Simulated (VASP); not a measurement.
# Input and output of a VASP PBE single-point calculation on NaCl (strained zincblende)

INCAR

```
LCHARG = .FALSE.
ISIF = 2
PREC = Accurate
LASPH = .TRUE.
SIGMA = 0.02
IBRION = -1
NBANDS = 14
ENCUT = 520
GGA = PE
ISMEAR = -1
NSW = 0
LREAL = .FALSE.
EDIFF = 1E-7
NELM = 120
LWAVE = .FALSE.
```

KPOINTS

```
KPOINTS created by Atomic Simulation Environment
0
Gamma
8 8 8
0 0 0
```

KPOINTS_OPT

```
special points
6
Reciprocal
0.0000000000 0.0000000000 0.0000000000 1
-0.5000000000 -0.5000000000 0.0000000000 1
-0.3750000000 -0.3750000000 0.2500000000 1
-0.3750000000 0.0000000000 0.3750000000 1
0.0000000000 0.0000000000 0.5000000000 1
-0.5000000000 -0.2500000000 0.2500000000 1
```

POSCAR

```
Na Cl
 1.0000000000000000
    -0.0308727285000000    3.0564001246000001    3.0564001246000001
     3.0564001246000001   -0.0308727285000000    3.0564001246000001
     3.0564001246000001    3.0564001246000001   -0.0308727285000000
 Na  Cl
   1   1
Cartesian
 -0.0072169753113562 -0.0072169753113562 -0.0072169753113562
  1.5276988554863566  1.5276988554863566  1.5276988554863564
```

VASP ran with the recommended PBE PAW datasets (14 valence electrons in the cell).

Command

```
mpirun -np 1 vasp_std
```

From OUTCAR

```
k-points           NKPTS =     65   k-points in BZ     NKDIM =     65   number of bands    NBANDS=     14

   NELECT =      14.0000    total number of electrons

   dimension x,y,z NGX =    32 NGY =   32 NGZ =   32
   dimension x,y,z NGXF=    64 NGYF=   64 NGZF=   64

  energy-cutoff  :      520.00
  volume of cell :       57.97
      direct lattice vectors                 reciprocal lattice vectors
    -0.030872728  3.056400125  3.056400125    -0.161133127  0.162777343  0.162777343
     3.056400125 -0.030872728  3.056400125     0.162777343 -0.161133127  0.162777343
     3.056400125  3.056400125 -0.030872728     0.162777343  0.162777343 -0.161133127

 k-points in reciprocal lattice and weights: KPOINTS created by Atomic Simulation Env
   0.00000000  0.00000000  0.00000000       0.002
   0.12500000  0.00000000  0.00000000       0.012
   0.25000000  0.00000000  0.00000000       0.012
   0.37500000  0.00000000 -0.00000000       0.012
   0.50000000  0.00000000  0.00000000       0.006
   0.12500000  0.12500000  0.00000000       0.012
   0.25000000  0.12500000  0.00000000       0.023
   0.37500000  0.12500000 -0.00000000       0.023
   ...

 E-fermi :  -1.8687

 k-point     1 :       0.0000    0.0000    0.0000
  band No.  band energies     occupation
      1     -22.9059      2.00000
      2     -22.9042      2.00000
      3     -22.9042      2.00000
      4     -14.4778      2.00000
      5      -2.3538      2.00000
      6      -2.3538      2.00000
      7      -2.3160      2.00000
      8       2.6349      0.00000
      9       8.8743      0.00000
     10       8.8743      0.00000
     11       9.0480      0.00000
     12      10.7049      0.00000
     13      10.7049      0.00000
     14      13.1673      0.00000

 k-point     2 :       0.1250    0.0000    0.0000
  band No.  band energies     occupation
      1     -22.9070      2.00000
      2     -22.9056      2.00000
      3     -22.9044      2.00000
      4     -14.4561      2.00000
      5      -2.5476      2.00000
      6      -2.3667      2.00000
      7      -2.3347      2.00000
      8       2.9977      0.00000
      9       8.5079      0.00000
     10       8.9706      0.00000
     11       9.1270      0.00000
     12      10.3420      0.00000
     13      10.3754      0.00000
     14      12.4727      0.00000

 k-point     3 :       0.2500    0.0000    0.0000
  band No.  band energies     occupation
      1     -22.9122      2.00000
      2     -22.9065      2.00000
      3     -22.9050      2.00000
      4     -14.4031      2.00000
      5      -2.9552      2.00000
      6      -2.3972      2.00000
      7      -2.3701      2.00000
      8       3.8553      0.00000
      9       7.7525      0.00000
     10       8.8355      0.00000
     11       8.9611      0.00000
     12      10.4492      0.00000
     13      10.5522      0.00000
     14      11.7926      0.00000

 k-point     4 :       0.3750    0.0000   -0.0000
  band No.  band energies     occupation
      1     -22.9176      2.00000
      2     -22.9071      2.00000
      3     -22.9056      2.00000
      4     -14.3492      2.00000
      5      -3.2992      2.00000
      6      -2.4270      2.00000
      7      -2.4043      2.00000
      8       4.7865      0.00000
      9       7.0220      0.00000
     10       8.4667      0.00000
     11       8.5854      0.00000
     12      11.4508      0.00000
     13      11.5904      0.00000
     14      11.7435      0.00000

 k-point     5 :       0.5000    0.0000    0.0000
  band No.  band energies     occupation
      1     -22.9199      2.00000
      2     -22.9074      2.00000
      3     -22.9058      2.00000
      4     -14.3267      2.00000
      5      -3.4287      2.00000
      6      -2.4391      2.00000
      7      -2.4183      2.00000
      8       5.2825      0.00000
      9       6.6243      0.00000
     10       8.3156      0.00000
     11       8.4355      0.00000
     12      12.1370      0.00000
     13      12.4990      0.00000
     14      12.6358      0.00000

 k-point     6 :       0.1250    0.1250    0.0000
  band No.  band energies     occupation
      1     -22.9077      2.00000
      2     -22.9055      2.00000
      3     -22.9048      2.00000
      4     -14.4486      2.00000
      5      -2.5473      2.00000
      6      -2.4020      2.00000
      7      -2.3740      2.00000
      8       3.1144      0.00000
      9       8.4493      0.00000
     10       9.0477      0.00000
     11       9.1637      0.00000
     12       9.5169      0.00000
     13      10.9129      0.00000
     14      13.4544      0.00000

 k-point     7 :       0.2500    0.1250    0.0000
  band No.  band energies     occupation
      1     -22.9114      2.00000
      2     -22.9066      2.00000
      3     -22.9054      2.00000
      4     -14.4058      2.00000
      5      -2.8524      2.00000
      6      -2.4364      2.00000
      7      -2.4170      2.00000
      8       3.7913      0.00000
      9       7.8977      0.00000
     10       8.5469      0.00000
     11       9.2221      0.00000
     12       9.6528      0.00000
     13      11.1085      0.00000
     14      12.7301      0.00000

 k-point     8 :       0.3750    0.1250   -0.0000
  band No.  band energies     occupation
      1     -22.9164      2.00000
      2     -22.9074      2.00000
      3     -22.9062      2.00000
      4     -14.3523      2.00000
      5      -3.1849      2.00000
      6      -2.4881      2.00000
      7      -2.4520      2.00000
      8       4.7018      0.00000
      9       7.1423      0.00000
     10       8.1678      0.00000
     11       8.9335      0.00000
     12      10.4851      0.00000
     13      11.9342      0.00000
     14      12.4146      0.00000

 k-point     9 :       0.5000    0.1250    0.0000
  band No.  band energies     occupation
      1     -22.9194      2.00000
      2     -22.9079      2.00000
      3     -22.9067      2.00000
      4     -14.3195      2.00000
      5      -3.3615      2.00000
      6      -2.5443      2.00000
      7      -2.4547      2.00000
      8       5.4901      0.00000
      9       6.4635      0.00000
     10       8.1418      0.00000
     11       8.6650      0.00000
     12      11.4458      0.00000
     13      12.6272      0.00000
     14      12.9386      0.00000

 k-point    10 :      -0.3750    0.1250    0.0000
  band No.  band energies     occupation
      1     -22.9185      2.00000
      2     -22.9080      2.00000
      3     -22.9065      2.00000
      4     -14.3273      2.00000
      5      -3.3175      2.00000
      6      -2.5674      2.00000
      7      -2.4242      2.00000
      8       5.2987      0.00000
      9       6.6787      0.00000
     10       8.1278      0.00000
     11       8.6483      0.00000
     12      11.3524      0.00000
     13      12.3019      0.00000
     14      12.7091      0.00000

 k-point    11 :      -0.2500    0.1250    0.0000
  band No.  band energies     occupation
      1     -22.9143      2.00000
      2     -22.9075      2.00000
      3     -22.9058      2.00000
      4     -14.3709      2.00000
      5      -3.0766      2.00000
      6      -2.5352      2.00000
      7      -2.3783      2.00000
      8       4.4139      0.00000
      9       7.4923      0.00000
     10       8.2035      0.00000
     11       8.9447      0.00000
     12      10.1628      0.00000
     13      11.6475      0.00000
     14      12.4825      0.00000

 k-point    12 :      -0.1250    0.1250    0.0000
  band No.  band energies     occupation
      1     -22.9093      2.00000
      2     -22.9067      2.00000
      3     -22.9051      2.00000
      4     -14.4242      2.00000
      5      -2.7575      2.00000
      6      -2.4488      2.00000
      7      -2.3429      2.00000
      8       3.5202      0.00000
      9       8.1469      0.00000
     10       8.6857      0.00000
     11       9.3707      0.00000
     12       9.5829      0.00000
     13      10.7812      0.00000
     14      12.8149      0.00000

 k-point    13 :       0.2500    0.2500    0.0000
  band No.  band energies     occupation
      1     -22.9134      2.00000
      2     -22.9072      2.00000
      3     -22.9063      2.00000
      4     -14.3776      2.00000
      5      -2.9347      2.00000
      6      -2.5146      2.00000
      7      -2.4836      2.00000
      8       4.1470      0.00000
      9       7.5942      0.00000
     10       8.0789      0.00000
     11       9.5609      0.00000
     12       9.6624      0.00000
     13      11.5132      0.00000
     14      14.2667      0.00000

 ...

  Total        0.3621110      0.3621110      0.3621110      0.0188079      0.0188079      0.0188079
  in kB       10.0083155     10.0083155     10.0083155      0.5198283      0.5198283      0.5198283
  external PRESSURE =      10.0083155 kB  Pullay stress =       0.0000000 kB

 POSITION                                       TOTAL-FORCE (eV/Angst)
 -----------------------------------------------------------------------------------
      6.07471      6.07471      6.07471        -0.001199     -0.001199     -0.001199
      1.52770      1.52770      1.52770         0.001199      0.001199      0.001199
 -----------------------------------------------------------------------------------
    total drift:                               -0.000083     -0.000083     -0.000083

  FREE ENERGIE OF THE ION-ELECTRON SYSTEM (eV)
  ---------------------------------------------------
  free  energy   TOTEN  =        -6.6326419010 eV

  energy  without entropy=       -6.6326419009  energy(sigma->0) =       -6.63264190
```

| Item | Value |
| --- | --- |
| gap between bands v and c | 4.95 eV |
| least direct gap | 4.95 eV |
| pressure | 1.0 GPa |

Band v is the last that the valence electrons fill when counted band by band, and c is the next.

The run took about 72 s on one core of a shared host (Intel Xeon Platinum 8488C) and held 0.21 GiB at most.
